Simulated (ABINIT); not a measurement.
# HfC (Fm-3m) in ABINIT: notebook

One crystal, HfC, is run at these levels: PBE, PBEsol; tasks: relaxation of cell and atoms, single point.

All numbers are computed with ABINIT 10.8.3 (patched build); they aren't measurements. Logs are shortened: lines on timing, memory, paths and dates and some standing lists are left out, and cuts for length are marked. The log counts tension as positive stress, the text compression.

## (1) The crystal as given

It takes space group Fm-3m (No. 225, cubic). Conventional cell: a = 4.650 Å, b = 4.650 Å, c = 4.650 Å, α = 90.00°, β = 90.00°, γ = 90.00°. Around Hf (site symmetry m-3m) lie 6 C at 2.33 Å. C (site symmetry m-3m) has 6 Hf at 2.33 Å as nearest neighbours.

## (2) Relaxation of cell and atoms, PBE, spin-orbit coupling, no magnetisation

run.abi

```
# Pseudopotentials
pp_dirpath "./"
pseudos "Hf.GGA_PBE-ansatz.xml, C.GGA_PBE-ansatz.xml"

# Structure
acell 6.2135074315 6.2135074315 6.2135074315
rprim
     0.0000000000     0.7071067812     0.7071067812
     0.7071067812     0.0000000000     0.7071067812
     0.7071067812     0.7071067812     0.0000000000
ntypat 2
znucl 72 6
natom 2
typat 1 2
chkprim 0
chksymtnons 0
tolsym 1.0e-6
xred
            1/2            1/2            1/2
            0.0            0.0            0.0

# Plane-wave basis
ecut 15.4
pawecutdg 30.8
pawxcdev 0
pawovlp -1
ecutsm 0.5

# k points
kptopt 4
ngkpt 8 8 8
nshiftk 1
shiftk 0.0 0.0 0.0

# Exchange and correlation
ixc 11

# Bands and occupations
nband 38
occopt 3
tsmear 0.05 eV

# Spin
nspinor 2
nspden 1
pawspnorb 1

# SCF cycle
nstep 80
tolvrs 1.0e-10

# Output
iomode 3
prteig 0
prtebands 0
prtwf 0
prtden 0

# Relaxation
ionmov 2
optcell 2
ntime 50
tolmxf 2.0e-5
dilatmx 1.08
```

Potentials or basis: Ansatz PAW PBE default generated set, frozen core.

Launch:

```sh
$ abinit run.abi > log 2>&1
```

run.abo:

```text
[... set-up lines left out ...]
 ETOT  1  -312.57457900795    -3.126E+02 5.029E+00 3.840E+01
 ETOT  2  -314.92674864355    -2.352E+00 8.970E-01 2.538E+01
 ETOT  3  -314.82847919959     9.827E-02 2.190E-01 4.895E+00
 ETOT  4  -314.83936389456    -1.088E-02 7.772E-02 1.970E+00
 ETOT  5  -314.82694132042     1.242E-02 4.808E-02 2.581E-02
 ETOT  6  -314.82802226610    -1.081E-03 3.653E-02 5.470E-02
 ETOT  7  -314.82832010380    -2.978E-04 1.602E-02 3.750E-02
 ETOT  8  -314.82835535683    -3.525E-05 1.396E-02 3.721E-02
 ETOT  9  -314.82846433624    -1.090E-04 8.840E-03 4.962E-02
 ETOT 10  -314.82817692609     2.874E-04 7.730E-03 1.026E-03
[... 6 lines left out ...]
 ETOT 17  -314.82819243454    -4.062E-07 1.399E-02 1.702E-05
 ETOT 18  -314.82819244627    -1.173E-08 1.010E-02 1.681E-05
 ETOT 19  -314.82819239736     4.891E-08 1.020E-02 1.820E-06
 ETOT 20  -314.82819239332     4.039E-09 6.260E-03 1.235E-07
 ETOT 21  -314.82819239425    -9.256E-10 5.743E-03 6.232E-08
 ETOT 22  -314.82819239409     1.612E-10 3.211E-03 8.937E-10
 ETOT 23  -314.82819239418    -9.476E-11 2.798E-03 1.135E-09
 ETOT 24  -314.82819239419    -2.501E-12 1.494E-03 2.845E-10
 ETOT 25  -314.82819239417     1.518E-11 1.270E-03 1.291E-10
 ETOT 26  -314.82819239417    -2.274E-12 6.644E-04 2.172E-11

 At SCF step   26       nres2   =  2.17E-11 < tolvrs=  1.00E-10 =>converged.

 Cartesian components of stress tensor (hartree/bohr^3)
  sigma(1 1)= -5.64675063E-08  sigma(3 2)=  0.00000000E+00
  sigma(2 2)= -5.64675063E-08  sigma(3 1)=  0.00000000E+00
  sigma(3 3)= -5.64675063E-08  sigma(2 1)=  0.00000000E+00

--- !ResultsGS
iteration_state: {dtset: 1, itime: 1, icycle: 1, }
comment   : Summary of ground state results
lattice_vectors:
- [  0.0000000,   4.3936132,   4.3936132, ]
- [  4.3936132,   0.0000000,   4.3936132, ]
- [  4.3936132,   4.3936132,   0.0000000, ]
lattice_lengths: [   6.21351,    6.21351,    6.21351, ]
lattice_angles: [ 60.000,  60.000,  60.000, ] # degrees, (23, 13, 12)
lattice_volume:   1.6962719E+02
convergence: {deltae: -2.274E-12, res2:  2.172E-11, residm:  6.644E-04, diffor: null, }
etotal    :  -3.14828192E+02
entropy   :   0.00000000E+00
fermie    :   3.12454748E-01
cartesian_stress_tensor: # hartree/bohr^3
- [ -5.64675063E-08,   0.00000000E+00,   0.00000000E+00, ]
- [  0.00000000E+00,  -5.64675063E-08,   0.00000000E+00, ]
- [  0.00000000E+00,   0.00000000E+00,  -5.64675063E-08, ]
pressure_GPa:   1.6613E-03
xred      :
- [  5.0000E-01,   5.0000E-01,   5.0000E-01, Hf]
- [  0.0000E+00,   0.0000E+00,   0.0000E+00,  C]
cartesian_forces: # hartree/bohr
- [ -0.00000000E+00,  -0.00000000E+00,  -0.00000000E+00, ]
- [ -0.00000000E+00,  -0.00000000E+00,  -0.00000000E+00, ]
force_length_stats: {min:   0.00000000E+00, max:   0.00000000E+00, mean:   0.00000000E+00, }
...

 Integrated electronic density in atomic spheres:
 ------------------------------------------------
 Atom  Sphere_radius  Integrated_density
    1        2.63806         24.26927905
    2        2.00311          3.88740079

---OUTPUT-----------------------------------------------------------------------

 Cartesian coordinates (xcart) [bohr]
  4.39361323985024E+00  4.39361323985024E+00  4.39361323985025E+00
  0.00000000000000E+00  0.00000000000000E+00  0.00000000000000E+00
 Reduced coordinates (xred)
  5.00000000000000E-01  5.00000000000000E-01  5.00000000000000E-01
  0.00000000000000E+00  0.00000000000000E+00  0.00000000000000E+00
 Cartesian forces (fcart) [Ha/bohr]; max,rms= 0.00000E+00 0.00000E+00 (free atoms)
 -0.00000000000000E+00 -0.00000000000000E+00 -0.00000000000000E+00
 -0.00000000000000E+00 -0.00000000000000E+00 -0.00000000000000E+00
 Gradient of E wrt nuclear positions in reduced coordinates (gred)
  0.00000000000000E+00  0.00000000000000E+00  0.00000000000000E+00
  0.00000000000000E+00  0.00000000000000E+00  0.00000000000000E+00
 Scale of Primitive Cell (acell) [bohr]
  6.21350743150000E+00  6.21350743150000E+00  6.21350743150000E+00
 Real space primitive translations (rprimd) [bohr]
  0.00000000000000E+00  4.39361323985024E+00  4.39361323985024E+00
  4.39361323985024E+00  0.00000000000000E+00  4.39361323985024E+00
  4.39361323985024E+00  4.39361323985024E+00  0.00000000000000E+00
 Unitary Cell Volume (ucvol) [Bohr^3]=  1.69627190294581E+02
 Angles (23,13,12)= [degrees]
  6.00000000000000E+01  6.00000000000000E+01  6.00000000000000E+01
 Lengths [Bohr]
  6.21350743161821E+00  6.21350743161821E+00  6.21350743161821E+00
 Stress tensor in cartesian coordinates (strten) [Ha/bohr^3]
 -5.64675062819653E-08  0.00000000000000E+00  0.00000000000000E+00
  0.00000000000000E+00 -5.64675062958431E-08  0.00000000000000E+00
  0.00000000000000E+00  0.00000000000000E+00 -5.64675063097209E-08
 Total energy (etotal) [Ha]= -3.14828192394173E+02

 At Broyd/MD step   1, gradients are converged :
  max grad (force/stress) = 5.6468E-06 < tolmxf= 2.0000E-05 ha/bohr (free atoms)

================================================================================

 ----iterations are completed or convergence reached----

 Mean square residual over all n,k,spin=   93.232E-08; max=  66.443E-05
 reduced coordinates (array xred) for    2 atoms
       0.500000000000      0.500000000000      0.500000000000
       0.000000000000      0.000000000000      0.000000000000
 rms dE/dt=  0.0000E+00; max dE/dt=  0.0000E+00; dE/dt below (all hartree)
    1       0.000000000000      0.000000000000      0.000000000000
    2       0.000000000000      0.000000000000      0.000000000000

 cartesian coordinates (angstrom) at end:
    1      2.32499999847314     2.32499999847314     2.32499999847314
    2      0.00000000000000     0.00000000000000     0.00000000000000

 cartesian forces (hartree/bohr) at end:
    1     -0.00000000000000    -0.00000000000000    -0.00000000000000
    2     -0.00000000000000    -0.00000000000000    -0.00000000000000
 frms,max,avg= 0.0000000E+00 0.0000000E+00   0.000E+00  0.000E+00  0.000E+00 h/b

 cartesian forces (eV/Angstrom) at end:
    1     -0.00000000000000    -0.00000000000000    -0.00000000000000
    2     -0.00000000000000    -0.00000000000000    -0.00000000000000
 frms,max,avg= 0.0000000E+00 0.0000000E+00   0.000E+00  0.000E+00  0.000E+00 e/A
 length scales=  6.213507431500  6.213507431500  6.213507431500 bohr
              =  3.288046530296  3.288046530296  3.288046530296 angstroms
 Fermi (or HOMO) energy (hartree) =   0.31245   Average Vxc (hartree)=  -0.46174
 Eigenvalues (hartree) for nkpt=  32  k points:
 kpt#   1, nband= 38, wtk=  0.00195, kpt=  0.0000  0.0000  0.0000 (reduced coord)
  -1.93243   -1.93243   -0.95663   -0.95663   -0.69013   -0.69013   -0.69013   -0.69013
  -0.13922   -0.13922   -0.12917   -0.12917   -0.12917   -0.12917   -0.12885   -0.12885
  -0.06644   -0.06644   -0.06502   -0.06502   -0.06420   -0.06420   -0.06420   -0.06420
   0.34808    0.34808    0.35424    0.35424    0.35424    0.35424    0.35946    0.35946
   0.35946    0.35946    0.37048    0.37048    0.43830    0.43830
      occupation numbers for kpt#   1
   1.00000    1.00000    1.00000    1.00000    1.00000    1.00000    1.00000    1.00000
   1.00000    1.00000    1.00000    1.00000    1.00000    1.00000    1.00000    1.00000
   1.00000    1.00000    1.00000    1.00000    1.00000    1.00000    1.00000    1.00000
   0.00000    0.00000    0.00000    0.00000    0.00000    0.00000    0.00000    0.00000
   0.00000    0.00000    0.00000    0.00000    0.00000    0.00000
 prteigrs : prtvol=0 or 1, do not print more k-points.

--- !EnergyTerms
iteration_state     : {dtset: 1, itime: 1, icycle: 1, }
comment             : Components of total free energy in Hartree
kinetic             :  1.88191328213231E+01
hartree             :  8.66240670349562E+01
xc                  : -1.28245478472058E+01
Ewald energy        : -1.93427869600721E+02
psp_core            :  1.27678386942423E+01
local_psp           : -1.96018461238035E+02
PAW spherical_terms : -3.07682764426670E+01
internal            : -3.14828116578108E+02
'-kT*entropy'       : -7.73349848725730E-05
total_energy        : -3.14828193913093E+02
total_energy_eV     : -8.56691158569377E+03
...

--- !EnergyTermsDC
iteration_state     : {dtset: 1, itime: 1, icycle: 1, }
comment             : '"Double-counting" decomposition of free energy'
band_energy         : -8.70774100758463E+00
Ewald energy        : -1.93427869600721E+02
psp_core            :  1.27678386942423E+01
xc_dc               : -8.74311415263849E+01
PAW spherical_terms : -3.80292016187394E+01
internal            : -3.14828115059188E+02
'-kT*entropy'       : -7.73349848725730E-05
total_energy_dc     : -3.14828192394173E+02
total_energy_dc_eV  : -8.56691154436186E+03
...

--- !EnergyTermsWithPAWCore
iteration_state     : {dtset: 1, itime: 1, icycle: 1, }
comment             : 'Components of total free energy, including PAW core contributions'
Total energy        : -1.38884950956410E+04
Total energy DC     : -1.38884950941221E+04
Total energy (eV)   : -3.77925204422901E+05
Total energy DC (eV): -3.77925204381569E+05
...

 Cartesian components of stress tensor (hartree/bohr^3)
  sigma(1 1)= -5.64675063E-08  sigma(3 2)=  0.00000000E+00
  sigma(2 2)= -5.64675063E-08  sigma(3 1)=  0.00000000E+00
  sigma(3 3)= -5.64675063E-08  sigma(2 1)=  0.00000000E+00

-Cartesian components of stress tensor (GPa)         [Pressure=  1.6613E-03 GPa]
- sigma(1 1)= -1.66133139E-03  sigma(3 2)=  0.00000000E+00
- sigma(2 2)= -1.66133139E-03  sigma(3 1)=  0.00000000E+00
- sigma(3 3)= -1.66133139E-03  sigma(2 1)=  0.00000000E+00

== END DATASET(S) ==============================================================
================================================================================

 -outvars: echo values of variables after computation  --------
            acell      6.2135074315E+00  6.2135074315E+00  6.2135074315E+00 Bohr
           etotal     -3.1482819239E+02
            fcart     -0.0000000000E+00 -0.0000000000E+00 -0.0000000000E+00
                      -0.0000000000E+00 -0.0000000000E+00 -0.0000000000E+00
            rprim      0.0000000000E+00  7.0710678120E-01  7.0710678120E-01
                       7.0710678120E-01  0.0000000000E+00  7.0710678120E-01
                       7.0710678120E-01  7.0710678120E-01  0.0000000000E+00
           strten     -5.6467506282E-08 -5.6467506296E-08 -5.6467506310E-08
                       0.0000000000E+00  0.0000000000E+00  0.0000000000E+00
           xangst      2.3249999985E+00  2.3249999985E+00  2.3249999985E+00
                       0.0000000000E+00  0.0000000000E+00  0.0000000000E+00
             xred      5.0000000000E-01  5.0000000000E-01  5.0000000000E-01
                       0.0000000000E+00  0.0000000000E+00  0.0000000000E+00
 Calculation completed.
```

It took 99 s on 1 thread of Intel Xeon 6975P-C (Granite Rapids), shared host; peak memory 0.25 GiB.

What came out:

| Quantity | Value |
| --- | --- |
| Free energy | -8566.9115 eV |
| Pressure after relaxing | 0.0 GPa |
| Band gap on the k mesh | none (metal or under the smearing width) |

Final structure:
```
Hf C
1.0
     0.00000    2.32500    2.32500
     2.32500    0.00000    2.32500
     2.32500    2.32500    0.00000
Hf C
1 1
Direct
  0.50000 0.50000 0.50000
  0.00000 0.00000 0.00000
```

Caveat: the relaxation stopped at its first step, so nothing moved; the atomic spheres overlap.

## (3) Single point, PBE, spin-orbit coupling, no magnetisation (cell relaxed)

run.abi: that of step 2 with these lines changed.

```diff
@@ -14,2 +14,5 @@
 typat 1 2
+xred
+     0.5000000000     0.5000000000     0.5000000000
+     0.0000000000     0.0000000000     0.0000000000
 chkprim 0
@@ -17,5 +20,2 @@
 tolsym 1.0e-6
-xred
-            1/2            1/2            1/2
-            0.0            0.0            0.0
 
@@ -25,4 +25,3 @@
 pawxcdev 0
-pawovlp -1
-ecutsm 0.5
+pawovlp 30
 
@@ -48,4 +47,4 @@
 # SCF cycle
-nstep 80
-tolvrs 1.0e-10
+nstep 100
+tolvrs 1.0e-9
 
@@ -53,12 +52,6 @@
 iomode 3
+prtwf 0
+prtden 0
 prteig 0
 prtebands 0
-prtwf 0
-prtden 0
-
-# Relaxation
-ionmov 2
-optcell 2
-ntime 50
-tolmxf 2.0e-5
-dilatmx 1.08
+enunit 2
```

Potentials or basis: Ansatz PAW PBE default generated set, frozen core.

Launch:

```sh
$ abinit run.abi > log 2>&1
```

It took 99 s on 1 thread of Intel Xeon 6975P-C (Granite Rapids), shared host; peak memory 0.23 GiB.

The run converged. Its results:

```yaml
Free_energy: -8566.9151 eV
Pressure: -1.0 GPa
Band_gap_on_the_k_mesh: none (metal or under the smearing width)
```

Levels at points of the mesh, in eV from the Fermi level:
```tsv
k point	band 28	band 29	band 30	band 31	band 32	band 33
(0.00, 0.00, 0.00)	1.14	1.14	1.14	1.28	1.28	1.28
(0.50, 0.00, 0.00)	-3.03	-2.94	-2.94	5.25	5.25	5.27
(0.50, 0.50, 0.00)	-1.76	-0.15	-0.15	0.17	0.17	5.28
```

Caveat: the atomic spheres overlap.

[end of part 1 of 2]
